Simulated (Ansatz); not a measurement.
Runs of Ansatz 0.2.0 on Si3N4. It takes space group P-43m (No. 215, cubic). Conventional cell: a = 4.131 Å, b = 4.131 Å, c = 4.131 Å, α = 90.00°, β = 90.00°, γ = 90.00°. Around Si (site symmetry -42m) lie 4 N at 1.77 Å. N (site symmetry 3m) is surrounded by 3 Si at 1.77 Å. The cell was built by a generator and needn't be a form met in nature.

```csv
task,level,potentials or basis,cell,cutoff (eV),points for each segment of the path,gap on the mesh (eV),pressure (GPa)
relaxation of cell and atoms,BLYP,Ansatz PAW,relaxed,420,-,(a),0.0
single point,PBE,Ansatz PAW,as given,800,-,2.75,0.0
band structure,PBE,Ansatz NC,as given,1240,10,2.73,(b)
band structure,PBEsol,Ansatz PAW,as given,420,10,2.62,-4.1
```

Alike in all rows: no spin polarisation; k mesh 7 × 7 × 7; smearing fermi-dirac 0.05 eV.

Task: Estimate the missing entries.

Result: (a) 3.01; (b) 0.4.

Caveats: odd divisions of the mesh miss points on the zone boundary, where band edges often lie, so the gap on the mesh can be too wide (some runs); the PAW data sets come from PBE, with cores solved anew for the run's functional, which leaves a small shift of forces and pressure (some runs); the plane-wave basis is chosen anew once the cell has moved, so the energies of steps on either side of that aren't comparable (some runs).

A k mesh can miss the band edges.
